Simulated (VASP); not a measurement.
A run of VASP 6.6.1 is set up as follows.

Contents of POSCAR:

```
Fe
1.0
   -1.4430000000      1.4430000000      1.4430000000
    1.4430000000     -1.4430000000      1.4430000000
    1.4430000000      1.4430000000     -1.4430000000
Fe
1
Direct
    0.0000000000      0.0000000000      0.0000000000
```

The input INCAR.step1:

```
PREC = Accurate
ENCUT = 600
EDIFF = 1E-8
ISMEAR = -1
SIGMA = 0.05
LREAL = False
LASPH = True
NELM = 150
ALGO = Normal
ISIF = 3
LWAVE = False
LCHARG = False
ISPIN = 2
MAGMOM = 3
LORBIT = 11
LMAXMIX = 4
GGA = PE
IBRION = 2
NSW = 40
EDIFFG = -0.002
```

INCAR.step2

```
PREC = Accurate
ENCUT = 600
EDIFF = 1E-8
ISMEAR = -1
SIGMA = 0.05
LREAL = False
LASPH = True
NELM = 150
ALGO = Normal
ISIF = 3
LWAVE = False
LCHARG = False
ISPIN = 2
MAGMOM = 3
LORBIT = 11
LMAXMIX = 4
GGA = PE
IBRION = 6
NFREE = 2
POTIM = 0.015
NSW = 1
```

The input KPOINTS:

```
Automatic mesh
0
Gamma
  10 10 10
```

Potentials or basis: VASP PAW PBE potentials, release 64 (Fe).

Launch:

```bash
$ cat potpaw_PBE.64/Fe/POTCAR > POTCAR
$ cp INCAR.step1 INCAR
$ mpirun -np 1 vasp_std > vasp.out
$ cp CONTCAR POSCAR
$ cp INCAR.step2 INCAR
$ mpirun -np 1 vasp_std > vasp.out
```

Question: What does it give for the elastic constants C11, C12, C44?

Answer: 335, 161, 122 GPa.

Question: What does it give for the Voigt bulk modulus?

Answer: 219 GPa.

Question: Predict the space group after relaxing (to 0.05 Å).

Answer: Im-3m (No. 229).

Question: What does it give for the net moment?

Answer: 2.13 μB per cell.

Step by step:
```
step  energy change (eV)  largest force (eV/Å)  pressure (GPa)  volume (Å³)
   1              0.0000                0.0000          -11.11        12.02
   2              0.0024                0.0000           15.23        10.63
   3             -0.0277                0.0000           -0.13        11.30
   4             -0.0277                0.0000            0.15        11.28
   5             -0.0277                0.0000           -0.15        11.30
   6             -0.0277                0.0000            0.02        11.29
```
